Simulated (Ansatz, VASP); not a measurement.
**AgCl in VASP and in Ansatz**

```
Ag Cl
1.0
     0.08501    2.99325    2.99325
     2.99325    0.08501    2.99325
     3.07825    3.07825    0.00000
Ag Cl
1 1
Direct
  0.00970 0.00970 0.99030
  0.24030 0.24030 0.25970
```

Change from the starting cell: shear_xy strain +5.7%.

Alike in both runs: task single point; functional PBE; k mesh 8 × 8 × 8; occupations fermi-dirac, width 0.02 eV; no spin polarisation.

|  | VASP | Ansatz |
| --- | --- | --- |
| version | VASP 6.6.1 | Ansatz 0.2.0 |
| potentials or method | VASP PAW PBE potentials, release 64 (Ag, Cl) | plane waves, PAW |
| plane-wave cutoff (eV) | 520 | 420 |
| valence electrons in the cell | 18 | 26 |

Ansatz gave:

| Quantity | Value |
| --- | --- |
| gap on the k mesh at the Fermi level (eV) | 1.21 |
| pressure (GPa) | 1.1 |
| largest component of the traceless stress (GPa) | 0.21 |

Question: Estimate VASP's values.

Answer: gap on the k mesh at the Fermi level (eV): 1.21; pressure (GPa): 1.0; largest component of the traceless stress (GPa): 0.21.

The two sets of potentials don't hold the same shells in valence.
